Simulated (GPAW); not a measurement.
# ZrC (Fm-3m) in GPAW: equation of state with PBE+D4

Aim: the equation of state of ZrC with PBE+D4.

Program: GPAW 26.7.0. These are calculated values, not measurements. Logs are shortened: lines on timing, memory, paths and dates and some standing lists are left out, and cuts for length are marked. The log counts tension as positive stress, the text compression.

### 1 The structure

It takes space group Fm-3m (No. 225, cubic). The conventional cell has a = 4.730 Å, b = 4.730 Å, c = 4.730 Å, α = 90.00°, β = 90.00°, γ = 90.00°. Zr (site symmetry m-3m) is surrounded by 6 C at 2.37 Å. C (site symmetry m-3m) is surrounded by 6 Zr at 2.37 Å.

### 2 Equation of state, PBE+D4

run.py

```python
from ase.calculators.mixing import SumCalculator
from ase.eos import EquationOfState
from ase.io import Trajectory, read
from ase.units import GPa
from dftd4.ase import DFTD4
from gpaw import GPAW, PW

atoms = read('ZrC.xyz')

traj = Trajectory('eos.traj', 'w')
volumes, energies = [], []
for x in [0.94, 0.96, 0.98, 1.0, 1.02, 1.04, 1.06]:
    a = atoms.copy()
    a.set_cell(atoms.cell * x**(1 / 3), scale_atoms=True)
    calc = GPAW(mode=PW(800),
                xc='PBE',
                kpts={'size': (8, 8, 8), 'gamma': True},
                occupations={'name': 'fermi-dirac', 'width': 0.05},
                nbands=18,
                convergence={'density': 1e-05, 'energy': 1e-05},
                maxiter=150,
                txt=f'eos-{x:.2f}.txt')
    a.calc = SumCalculator([calc, DFTD4(method='pbe')])
    energies.append(a.get_potential_energy())
    volumes.append(a.get_volume())
    p = -a.get_stress()[:3].mean() / GPa
    calc.write(f'eos-{x:.2f}.gpw')
    traj.write(a)
    print(f'{x:.2f} {volumes[-1]:10.4f} A^3 {energies[-1]:14.6f} eV {p:9.3f} GPa', flush=True)

v0, e0, B = EquationOfState(volumes, energies, eos='birchmurnaghan').fit()
print(f'V0 = {v0:.4f} A^3, E0 = {e0:.6f} eV, B0 = {B / GPa:.2f} GPa')
```

ZrC.xyz

```xyz
2
Lattice="0.0000000000 2.3650000000 2.3650000000 2.3650000000 0.0000000000 2.3650000000 2.3650000000 2.3650000000 0.0000000000" Properties=species:S:1:pos:R:3 pbc="T T T"
Zr     2.3650000000      2.3650000000      2.3650000000
C      0.0000000000      0.0000000000      0.0000000000
```

Potentials or basis: GPAW PAW data sets (gpaw-data 1.2.1), pw.

Run with:

```sh
$ OMP_NUM_THREADS=1 python run.py
```

What it wrote:

```text
__  _  _
 | _ |_)|_||  |
 |__||  | ||/\| - 26.7.0

Input parameters:
  mode=PW(ecut=800.0),
  convergence={'density': 1e-05, 'energy': 1e-05},
  kpts=MonkhorstPack(size=(8, 8, 8), gamma=True),
  maxiter=150,
  nbands=18,
  occupations=Occupations(name='fermi-dirac', width=0.05),
  xc=XC(name='PBE')

Diagonalizing LCAO Hamiltonian
Converting LCAO to pw mode

               Zr

       C

Atoms  # Å, Bohr magnetons
|   | symbol |        x |        y |        z |    initial magnetic moments |
|---|--------|----------|----------|----------|-----------------------------|
| 0 |     Zr | 2.316721 | 2.316721 | 2.316721 | ( 0.0000,  0.0000,  0.0000) |
| 1 |      C | 0.000000 | 0.000000 | 0.000000 | ( 0.0000,  0.0000,  0.0000) |

Unit cell  # Å
| periodic |        x |        y |        z |  lengths |    angles |
|----------|----------|----------|----------|----------|-----------|
|      yes | 0.000000 | 2.316721 | 2.316721 | 3.276338 | 60.000000 |
|      yes | 2.316721 | 0.000000 | 2.316721 | 3.276338 | 60.000000 |
|      yes | 2.316721 | 2.316721 | 0.000000 | 3.276338 | 60.000000 |

Number of symmetries: 48
Symmetry operations  # r_c * U_cc + t_c -> r_c
|    | kind |            matrix            |
|----|------|------------------------------|
|  0 |  σ   |  1, 0, 0,  1, 0,-1,  1,-1, 0 |
|  1 |  C2  |  1, 0, 0,  1,-1, 0,  1, 0,-1 |
|  2 |  E   |  1, 0, 0,  0, 1, 0,  0, 0, 1 |
|  3 |  σ   |  1, 0, 0,  0, 0, 1,  0, 1, 0 |
|  4 |  C4  |  1, 0,-1,  1, 0, 0,  1,-1, 0 |
|  5 |  S6  |  1, 0,-1,  1,-1, 0,  1, 0, 0 |
|  6 |  σ   |  1, 0,-1,  0, 1,-1,  0, 0,-1 |
|  7 |  C3  |  1, 0,-1,  0, 0,-1,  0, 1,-1 |
|  8 |  S6  |  1,-1, 0,  1, 0, 0,  1, 0,-1 |
|  9 |  C4  |  1,-1, 0,  1, 0,-1,  1, 0, 0 |
| 10 |  C3  |  1,-1, 0,  0,-1, 1,  0,-1, 0 |
| 11 |  σ   |  1,-1, 0,  0,-1, 0,  0,-1, 1 |
| 12 |  σ   |  0, 1, 0,  1, 0, 0,  0, 0, 1 |
| 13 |  C4  |  0, 1, 0,  0, 1,-1, -1, 1, 0 |
| 14 |  C3  |  0, 1, 0,  0, 0, 1,  1, 0, 0 |
| 15 |  S6  |  0, 1, 0, -1, 1, 0,  0, 1,-1 |
| 16 |  C2  |  0, 1,-1,  1, 0,-1,  0, 0,-1 |
| 17 |  σ   |  0, 1,-1,  0, 1, 0, -1, 1, 0 |
| 18 |  S4  |  0, 1,-1,  0, 0,-1,  1, 0,-1 |
| 19 |  C4  |  0, 1,-1, -1, 1, 0,  0, 1, 0 |
| 20 |  C3  |  0, 0, 1,  1, 0, 0,  0, 1, 0 |
| 21 |  σ   |  0, 0, 1,  0, 1, 0,  1, 0, 0 |
| 22 |  S6  |  0, 0, 1,  0,-1, 1, -1, 0, 1 |
| 23 |  C4  |  0, 0, 1, -1, 0, 1,  0,-1, 1 |
| 24 |  S4  |  0, 0,-1,  1, 0,-1,  0, 1,-1 |
| 25 |  C3  |  0, 0,-1,  0, 1,-1,  1, 0,-1 |
| 26 |  C2  |  0, 0,-1,  0,-1, 0, -1, 0, 0 |
| 27 |  S6  |  0, 0,-1, -1, 0, 0,  0,-1, 0 |
| 28 |  S4  |  0,-1, 1,  1,-1, 0,  0,-1, 0 |
| 29 |  C4  |  0,-1, 1,  0, 0, 1, -1, 0, 1 |
| 30 |  C2  |  0,-1, 1,  0,-1, 0,  1,-1, 0 |
| 31 |  σ   |  0,-1, 1, -1, 0, 1,  0, 0, 1 |
| 32 |  C3  |  0,-1, 0,  1,-1, 0,  0,-1, 1 |
| 33 |  S6  |  0,-1, 0,  0, 0,-1, -1, 0, 0 |
| 34 |  S4  |  0,-1, 0,  0,-1, 1,  1,-1, 0 |
| 35 |  C2  |  0,-1, 0, -1, 0, 0,  0, 0,-1 |
| 36 |  C2  | -1, 1, 0,  0, 1, 0,  0, 1,-1 |
| 37 |  S6  | -1, 1, 0,  0, 1,-1,  0, 1, 0 |
| 38 |  S4  | -1, 1, 0, -1, 0, 1, -1, 0, 0 |
| 39 |  C3  | -1, 1, 0, -1, 0, 0, -1, 0, 1 |
| 40 |  S6  | -1, 0, 1,  0, 0, 1,  0,-1, 1 |
| 41 |  C2  | -1, 0, 1,  0,-1, 1,  0, 0, 1 |
| 42 |  C3  | -1, 0, 1, -1, 1, 0, -1, 0, 0 |
| 43 |  S4  | -1, 0, 1, -1, 0, 0, -1, 1, 0 |
| 44 |  C2  | -1, 0, 0,  0, 0,-1,  0,-1, 0 |
| 45 |  i   | -1, 0, 0,  0,-1, 0,  0, 0,-1 |
| 46 |  σ   | -1, 0, 0, -1, 1, 0, -1, 0, 1 |
| 47 |  C2  | -1, 0, 0, -1, 0, 1, -1, 1, 0 |

BZ-sampling:
  Number of BZ points: 512
  Number of IBZ points: 29

  Monkhorst-Pack size: [8, 8, 8]
  Monkhorst-Pack shift: [0.0625, 0.0625, 0.0625]

K-points  # in reciprocal-cell coordinates
|     |                                coordinates |     weight |
|-----|--------------------------------------------|------------|
|   0 | (  0.00000000,   0.00000000,   0.00000000) | 0.00195312 |
|   1 | (  0.12500000,   0.12500000,   0.00000000) | 0.01171875 |
|   2 | (  0.12500000,   0.12500000,   0.12500000) | 0.01562500 |
|   3 | (  0.25000000,   0.12500000,   0.12500000) | 0.02343750 |
|   4 | (  0.25000000,   0.25000000,   0.00000000) | 0.01171875 |
|   5 | (  0.25000000,   0.25000000,   0.12500000) | 0.04687500 |
|   6 | (  0.25000000,   0.25000000,   0.25000000) | 0.01562500 |
|   7 | (  0.37500000,   0.25000000,  -0.37500000) | 0.04687500 |
|   8 | (  0.37500000,   0.25000000,   0.12500000) | 0.04687500 |
|   9 | (  0.37500000,   0.25000000,   0.25000000) | 0.04687500 |
| ... |                                            |            |
|  28 | (  0.50000000,   0.50000000,   0.50000000) | 0.00781250 |

Plane wave coefficients: 1303
Cutoff: 800.0 eV

Spin-components: 1 (collinear spins)
Bands:           18
Projectors:      11
Spin-degeneracy: 2
Datatype:        complex128

Parallelization:
  kpt:    1
  domain: 1
  band:   1

Density:
  Valence electrons: 16.0
  Components: 1
  Grid points: [24 24 24]
  Charge: 0.0  # |e|

Potential:
  Grid points: [24 24 24]

species:
  Zr:
    name:    Zirconium
    Z:       40.0
    valence: 12
    core:    28
    charge:  0.0  # [|e|]
    compensation charges:
      type: gauss
      rc: 0.40  # [Å]
      lmax: 2
    cutoffs:
      filter: 2.39  # [Å]
      core: 1.59  # [Å]
    projectors
    | kind |    occ | energy [eV] | rcut [Å] |
    |------|--------|-------------|----------|
    |   4s |  2.000 |     -54.478 |    1.323 |
    |   5s |  2.000 |      -4.438 |    1.323 |
    |   4p |  6.000 |     -32.467 |    1.334 |
    |   5p |  0.000 |      -1.470 |    1.334 |
    |   4d |  2.000 |      -3.600 |    1.244 |
    |    d |        |      23.611 |    1.244 |

    Using partial waves for Zr as LCAO basis

  C:
    name:    Carbon
    Z:       6.0
    valence: 4
    core:    2
    charge:  0.0  # [|e|]
    compensation charges:
      type: gauss
      rc: 0.20  # [Å]
      lmax: 2
    cutoffs:
      filter: 1.14  # [Å]
      core: 1.14  # [Å]
    projectors
    | kind |    occ | energy [eV] | rcut [Å] |
    |------|--------|-------------|----------|
    |   2s |  2.000 |     -13.751 |    0.635 |
    |   2p |  2.000 |      -5.284 |    0.635 |
    |    s |        |      13.461 |    0.635 |
    |    p |        |      21.927 |    0.635 |
    |    d |        |       0.000 |    0.635 |

    Using partial waves for C as LCAO basis

Reference energy: -98921.199351  # eV

eigensolver:
  PPCG
  Converge bands: occupied
  niter=2

density mixing:
  MSR1-Mixer
  Pratt-step length: 0.05
  Maximum mixing coefficient: 0.75
  Old densities: 10
  SVD Regularization: 0.005
  Good broyden scale: 1.0
  Trust region scale: 1.0
  Backstep threshold: 4.0
  History deletion threshold: 6.0
  Fourier metric: weight=20.0, sigma=0.015

occupation numbers:
  Fermi-Dirac:
    width: 0.0500  # eV

poisson solver:
  ecut: 6400.0  # eV

xc functional:
  name: PBE with 2 nearest neighbor stencil

convergence criteria:
- Maximum integral of absolute [dens]ity change: 1e-05 electrons / valence electron
- Maximum [total energy] change in last 3 cyles: 1e-05 eV / valence electron
- Maximum integral of absolute [eigenst]ate change: 4e-08 eV^2 / valence electron
maximum number of iterations: 150

SCF iterations
|iter     | |      energy | eigst |  dens |
|---------|-|-------------|-------|-------|
|iter:   1| |  -20.191204 | -0.02 |       |
|iter:   2| |  -19.592847 | -1.74 | -0.81 |
|iter:   3| |  -18.345467 | -1.14 | -0.88 |
|iter:   4| |  -18.354060 | -3.13 | -1.61 |
|iter:   5| |  -18.361082 | -3.17 | -1.82 |
|iter:   6| |  -18.361044 | -5.16 | -3.14 |
|iter:   7| |  -18.361044c| -6.51 | -3.74 |
|iter:   8| |  -18.361044c| -7.39 | -4.15 |
|iter:   9| |  -18.361044c| -8.74c| -5.41c|

Converged in 9 steps
Energy contributions relative to reference atoms: (reference = -98921.199351)

Energy contributions:
  Kinetic:          19.205613
  Coulomb:         -20.085942
  Zero:              0.355451
  External:          0.000000
  Xc:              -17.834747
  Entropy:          -0.002841
  Spinorbit:         0.000000
  ----------------------------
  Free energy:     -18.362465
  Extrapolated:    -18.361044

dipole moment: (-9.214687, -9.214687, -9.214687)  # |e|*Ang

Fermi level: 10.964
Eigenvalues  # (at kpt = [0.000, 0.000, 0.000])
| band index |      eig [eV] | occ [0-2] |
|------------|---------------|-----------|
|          0 |       -36.934 |     2.000 |
|          1 |       -14.625 |     2.000 |
|          2 |       -14.625 |     2.000 |
|          3 |       -14.625 |     2.000 |
|          4 |        -0.449 |     2.000 |
|          5 |        11.954 |     0.000 |
|          6 |        11.954 |     0.000 |
|          7 |        11.954 |     0.000 |
|          8 |        12.116 |     0.000 |
|          9 |        12.116 |     0.000 |
|         10 |        12.116 |     0.000 |
|         11 |        13.948 |     0.000 |
|         12 |        13.948 |     0.000 |
|        ... |               |           |
|         17 |        34.168 |     0.000 |

No gap
No difference between direct/indirect transitions

Stress tensor  # eV/Ang^3
|         x |         y |         z |
|-----------|-----------|-----------|
| -0.067019 | -0.000000 | -0.000000 |
| -0.000000 | -0.067019 |  0.000000 |
| -0.000000 |  0.000000 | -0.067019 |

# Writing to eos-0.94.gpw (mode='')
```

Run time: 96 s. Hardware: 1 thread of Arm Neoverse V2, shared host; peak memory 0.25 GiB.

Results:

| Quantity | Value |
| --- | --- |
| Equilibrium volume | 12.81 Å³/atom |
| Bulk modulus | 229 GPa |
| Pressure derivative of the bulk modulus | 4.0 |

Energy against volume, from the lowest point:
| volume (Å³/atom) | energy (meV/atom) |
| --- | --- |
| 12.434 | 7.55 |
| 12.699 | 0.00 |
| 12.963 | 0.62 |
| 13.228 | 8.60 |
| 13.493 | 23.21 |
| 13.757 | 43.79 |
| 14.022 | 69.77 |
